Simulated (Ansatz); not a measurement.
Crystal: CdS (Hawleyite).

```
Cd S
1.0
     0.00000    2.91650    2.91650
     2.91650    0.00000    2.91650
     2.91650    2.91650    0.00000
Cd S
1 1
Direct
  0.00000 0.00000 0.00000
  0.75000 0.75000 0.75000
```

A run of Ansatz 0.2.0 on this cell left the log below. Logs are shortened: lines on timing, memory, paths and dates and some standing lists are left out, and cuts for length are marked.

```text
Warning: RAYON_NUM_THREADS=2 ignored (pool sized by the plan → 2); use --threads N
Engine: ansatz 0.2.0, x86_64-unknown-linux-gnu
Pseudopotentials: kind: paw
Pseudopotential: Cd, paw, valence charge 20, recommended cutoff 420 eV (normal), Cd.paw.azcp
Pseudopotential: S, paw, valence charge 6, recommended cutoff 420 eV (normal), S.paw.azcp
Functional definition: PBE
  parameter kappa = 0.804
  parameter beta = 0.06672455060314922
  exchange = pbe_x(kappa = kappa, mu = beta*pi^2/3)
  correlation = pbe_c(beta = beta)
Crystal: 2 atoms, lattice volume = 49.615 Å³
Basis set: ecut = 420 eV, 941 PW (Γ), exchange–correlation on 60×60×60 points (8 copies of the dense FFT grid, shifted against one another)
Bands: 17, of which v1, the nominal top of the filled ones, is band 13 counted from 1 (12 counted from 0)
Symmetry: 24 space group operations
Space group: F-43m (ITA 216), of the structure as read, at distance tolerance 3.7e-5 Å
k-points: 16 of 216 (time reversal used)
Non-local potential: Cd, projectors of the file, l = 0: 3, l = 1: 2, l = 2: 2, l = 3: 1
Non-local potential: S, projectors of the file, l = 0: 2, l = 1: 2, l = 2: 2
PAW form: soft (Blöchl's): semilocal exchange-correlation on the pseudo side does not see the compensation charge
PAW one-centre angular grid: Cd, 590 points (default); XC on 64 Gauss nodes
PAW one-centre angular grid: S, 110 points (default); XC on 64 Gauss nodes
Initial density: superposition of atomic densities (neutral atoms: chi_scale 0, normalization atom), corrected by the library's trained network
Initial wavefunctions: pseudopotential atomic-orbital guess
Functional: x = pbe(κ = 0.804, μ = 0.2195149727645171), c = pbe(β = 0.06672455060314922)
[... 130 lines left out ...]
  E_xc         = -273.993102
  E_vxc        = -309.247271  (∫ρ·V_xc dr)
  E_paw        = -4683.761669  (= ΣΔE_a)
  E_vpaw       = -545.234903  (= ΣTr[D̂ρ^β])
  E_aug_tail   = 0.000016  (compensation charges beyond the density's cutoff)
  E_ewald      = -2704.981299
  E_smearing   = -0.000000  (= −TS)
  E_closure    = -0.000000  (closes the sum)
  Σ components = -9157.805673   (vs F -9157.805673, Δ=0.00e0)
--- Forces (eV/Å), atoms counted from 1 ---
  atom   1  Cd    -0.00000000     0.00000000     0.00000000
  atom   2  S      0.00000000    -0.00000000    -0.00000000
  max |Σ_I F_I| component: 8.33e-17 eV/Å
--- Stress (GPa, compression-positive) ---
        2.855882       0.000000      -0.000000
        0.000000       2.855882       0.000000
       -0.000000       0.000000       2.855882
  P = ⅓ Tr σ = 2.8559 GPa (28.559 kbar)
--- Band table (eV; the first three rows and the last of 16) ---
  k-point 0: bands = ["-94.3868", "-55.4595", "-55.4595", "-55.4595", "-5.4529", "-0.8113", "-0.8113", "-0.8113", "-0.3308", "-0.3308", "6.9123", "6.9123", "6.9123", "8.0566", "13.4366", "13.4366", "13.4366"]
  k-point 1: bands = ["-94.3868", "-55.4596", "-55.4595", "-55.4595", "-5.3463", "-0.7736", "-0.7736", "-0.7115", "-0.3316", "-0.3316", "5.4057", "6.7076", "6.7076", "9.2186", "13.0972", "13.7518", "13.7518"]
  k-point 2: bands = ["-94.3868", "-55.4600", "-55.4596", "-55.4596", "-5.1319", "-0.7120", "-0.7120", "-0.3404", "-0.3142", "-0.3142", "3.5117", "6.3348", "6.3348", "9.8883", "13.6226", "13.9797", "13.9797"]
  k-point 15: bands = ["-94.3868", "-55.4600", "-55.4598", "-55.4597", "-4.8946", "-0.5826", "-0.5380", "-0.4088", "-0.2889", "0.2559", "3.0016", "4.7407", "4.8030", "11.6360", "12.0129", "15.0823", "15.2796"]
--- Elastic constants: 2 strain directions × 2 members + reference (group order 24) ---
  dense FFT box of the reference and of every strained cell: 30×30×30
  strains applied: 11, 23; error gains: componentwise 1.00 (the most a stress slope's error grows in a printed constant), spectral 1.73 (1 for all six strains in a standard setting)
  C = ∂σ_k/∂η_j (tension-positive GPa; Voigt order 11 22 33 23 13 12):
        77.322     60.622     60.622      0.000     -0.000     -0.000
        60.622     77.322     60.622      0.000      0.000     -0.000
        60.622     60.622     77.322      0.000     -0.000      0.000
         0.000     -0.000     -0.000     24.136     -0.000      0.000
         0.000      0.000     -0.000      0.000     24.136      0.000
        -0.000      0.000     -0.000      0.000      0.000     24.136
  reference stress σ⁰ (GPa):     -2.856     -2.856     -2.856     -0.000      0.000     -0.000
  C* (energy form; C + prestress term) asymmetry max|C*_kj − C*_jk| = 1.421e-14 GPa — a small one proves nothing (zero by symmetry where the batch's group is 432, −43m or m−3m); a large one is finite-difference/SCF noise where every solve meets its electron count
  moduli (Voigt/Reuss/Hill, GPa): K = 66.19/66.19/66.19   G = 17.82/13.74/15.78   E = 43.86   ν = 0.390
  mechanically stable: yes (min eigenvalue of sym C = 16.70 GPa)
  strain η (Voigt 11):  stress-route row diagonal C_11 = 77.32 GPa, energy-path curvature d²(F+E_count+ΔE)/dδ²/Ω₀ = 77.36 GPa
         δ    σ_11 (GPa)             F (eV)   n_scf  n_hpsi   n_pw
    -2.000e-3      -3.0110       -9157.8038342       7    9063    982   relax 0 steps, max|allowed force component| 6.94e-17 eV/Å
     2.000e-3      -2.7017       -9157.8073815       6    7765    982   relax 0 steps, max|allowed force component| 8.33e-17 eV/Å
  strain η (Voigt 23):  stress-route row diagonal C_44 = 24.14 GPa, energy-path curvature d²(F+E_count+ΔE)/dδ²/Ω₀ = 25.61 GPa
         δ    σ_23 (GPa)             F (eV)   n_scf  n_hpsi   n_pw
    -2.000e-3      -0.0483       -9157.8056394       7   11302    982   relax 3 steps, max|allowed force component| 5.78e-9 eV/Å
     2.000e-3       0.0483       -9157.8056394       8   12365    982   relax 2 steps, max|allowed force component| 6.51e-8 eV/Å
```

**Question.** What input gives this log?

**Answer.** Elastic constants with PBE, no spin polarisation. The files as run (others can give the same):

input.yaml
```yaml
crystal:
  lattice:
    - [0.0, 2.9165, 2.9165]
    - [2.9165, 0.0, 2.9165]
    - [2.9165, 2.9165, 0.0]
  atoms:
    - { symbol: Cd, position: [0.0, 0.0, 0.0] }
    - { symbol: S, position: [0.75, 0.75, 0.75] }
hamiltonian:
  xc: pbe
  pseudopotentials: { kind: paw }
kpoints:
  mp_grid: { grid: [6, 6, 6] }
scf:
  occupations: { method: fixed }
output:
  forces: true
  stress: true
elastic:
  mode: relaxed_ion
  stencil: two_point
```

Potentials or basis: Ansatz PAW.
Launch:
```bash
$ ansatz run input.yaml --threads 2 --pin off --max-ram 5632MiB --backend cpu --events-out ev --progress --plain --runs-dir out
```
